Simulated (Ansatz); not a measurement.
**From formation energies to a reaction energy: WSe3**

Theory: DFT PBE, scalar-relativistic, plane waves, PAW in Ansatz 0.2.0. All cells share a 420 eV cutoff and Γ-centred k meshes spaced at most about 0.3 Å⁻¹ (about 0.25 or finer for metals, 2π included). No spin polarisation.

The zero of energy is the elements' standard structures at the same level; no fitted shifts are applied.

These are static total energies at zero pressure. Weakly bound directions are ill-defined at this level, which has no dispersion term (WSe3 Pmmn, WSe2 P6_3/mmc). These runs have no spin–orbit coupling, which can matter for W. The reference form of Se is held partly by dispersion forces, which this level lacks.

A trial structure of WSe3 (reached from: InAu3 type (Pmmn); relaxed: space group Pmmn (No. 59), a = 3.324 Å, b = 7.857 Å, c = 7.875 Å) has a formation energy of -0.249 eV/atom. At its composition the lowest mixture among the elements and 2 reference phases computed alike (others may be missing) consists of these:

```json
{"phase": "Se (solid)", "source": "element", "ΔE_f (eV/atom)": "0.000"}
{"phase": "WSe2 (P6_3/mmc)", "source": "Materials Project", "ΔE_f (eV/atom)": "-0.561"}
```

**Question.** Write the balanced decomposition and find its energy per atom, per formula unit and per mole of formula units.

**Answer.** Balancing W and Se gives WSe3 → Se + WSe2. The left side holds 4 atoms, and the products take 1/4 (Se) and 3/4 (WSe2) of them. The mixture therefore lies at 1/4 × (0.000) + 3/4 × (-0.561) = -0.421 eV/atom. The reaction energy is -0.421 − (-0.249) = -0.172 eV/atom. Times 4 atoms that is -0.688 eV per WSe3, and times 96.485 it is -66 kJ per mole of WSe3. Decomposition is downhill, so the trial structure is unstable against this mixture.
